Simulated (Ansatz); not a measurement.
**All-electron card of Pd**

```xyz
2
Lattice="2.7741 0.0000 0.0000 -1.3871 2.4025 0.0000 0.0000 0.0000 4.6263" Properties=species:S:1:pos:R:3 pbc="T T T"
Pd    0.0000    1.6017    1.1566
Pd    1.3871    0.8008    3.4697
```

Atom numbers follow the list: Pd1, Pd2.

The cell was built from the hcp type and relaxed in the same program, and has space group P6_3/mmc; it needn't be a known or the stable phase.

Spin polarisation is left out, and whether a magnetic state lies lower isn't shown here.

Method: DFT, PBE, all-electron LAPW, scalar-relativistic (Ansatz 0.2.0).

Settings: a Γ-centred 15×15×8 k mesh, Fermi–Dirac smearing of 0.08 eV, basis error target 0.25 meV/atom, no spin polarisation.

```json
{
  "Band gap": "none: bands cross the Fermi level, a metal",
  "Volume per atom": "104.0 bohr³"
}
```

Question: Predict this quantity. Density of states at the Fermi level (0.2 eV bin).

Answer: 5.71 states/eV per cell.

Question: Give the computed value. Pressure at this cell.

Answer: -0.11 GPa.
